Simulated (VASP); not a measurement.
Set up this calculation in VASP 6.6.1, as the native input.

| Property | Result |
| --- | --- |
| Task | band structure |
| Functional | TB-mBJ |
| Potentials or basis | VASP PAW PBE potentials, release 64 (Li_sv, H) |
| Cutoff | 520 eV |
| k mesh | 12 × 12 × 12 |
| Occupations | gaussian, width 0.02 eV |
| Spin | no spin polarisation |
| Ladder | free |
| Further INCAR settings | ALGO = Normal; EDIFF = 1e-07; NBANDS = 9 |

The system is LiH.

```
Li H
1.0
     0.00000    2.03675    2.03675
     2.03675    0.00000    2.03675
     2.03675    2.03675    0.00000
Li H
1 1
Direct
  0.00000 0.00000 0.00000
  0.50000 0.50000 0.50000
```

The input as run:

POSCAR

```
LiH
1.0
    0.0000000000      2.0367500000      2.0367500000
    2.0367500000      0.0000000000      2.0367500000
    2.0367500000      2.0367500000      0.0000000000
Li H
1 1
Direct
    0.0000000000      0.0000000000      0.0000000000
    0.5000000000      0.5000000000      0.5000000000
```

INCAR.step1

```
SYSTEM = LiH
PREC = Accurate
ENCUT = 520
EDIFF = 1E-5
ISMEAR = 0
SIGMA = 0.02
LREAL = .FALSE.
LASPH = .TRUE.
NELM = 60
ALGO = Normal
ISIF = 2
LWAVE = .TRUE.
LCHARG = .FALSE.
NBANDS = 9
GGA = PE
```

INCAR.step2

```
SYSTEM = LiH
PREC = Accurate
ENCUT = 520
EDIFF = 1E-7
ISMEAR = 0
SIGMA = 0.02
LREAL = .FALSE.
LASPH = .TRUE.
NELM = 60
ALGO = Normal
ISIF = 2
LWAVE = .FALSE.
LCHARG = .FALSE.
METAGGA = MBJ
NBANDS = 9
ISTART = 1
```

KPOINTS

```
regular mesh
0
G
  12 12 12
  0 0 0
```

KPOINTS_OPT

```
path GXWKGLUWLK,UX
20
line-mode
reciprocal
 0.0000000000  0.0000000000  0.0000000000  G
 0.5000000000  0.0000000000  0.5000000000  X

 0.5000000000  0.0000000000  0.5000000000  X
 0.5000000000  0.2500000000  0.7500000000  W

 0.5000000000  0.2500000000  0.7500000000  W
 0.3750000000  0.3750000000  0.7500000000  K

 0.3750000000  0.3750000000  0.7500000000  K
 0.0000000000  0.0000000000  0.0000000000  G

 0.0000000000  0.0000000000  0.0000000000  G
 0.5000000000  0.5000000000  0.5000000000  L

 0.5000000000  0.5000000000  0.5000000000  L
 0.6250000000  0.2500000000  0.6250000000  U

 0.6250000000  0.2500000000  0.6250000000  U
 0.5000000000  0.2500000000  0.7500000000  W

 0.5000000000  0.2500000000  0.7500000000  W
 0.5000000000  0.5000000000  0.5000000000  L

 0.5000000000  0.5000000000  0.5000000000  L
 0.3750000000  0.3750000000  0.7500000000  K

 0.6250000000  0.2500000000  0.6250000000  U
 0.5000000000  0.0000000000  0.5000000000  X
```

Potentials or basis: VASP PAW PBE potentials, release 64 (Li_sv, H).

The run is started by

```sh
$ cat potpaw_PBE.64/Li_sv/POTCAR potpaw_PBE.64/H/POTCAR > POTCAR
$ cp INCAR.step1 INCAR
$ mpirun -np 1 vasp_std > vasp.out
$ cp INCAR.step2 INCAR
$ mpirun -np 1 vasp_std > vasp.out
```

It gave:

```
Band gap on the k mesh  : 5.05 eV, direct
Band gap along the path : 5.05 eV, direct
```

It took 43 s on 1 thread of Intel(R) Xeon(R) Platinum 8488C (Sapphire Rapids), with other jobs on the host, peak memory 0.15 GiB.
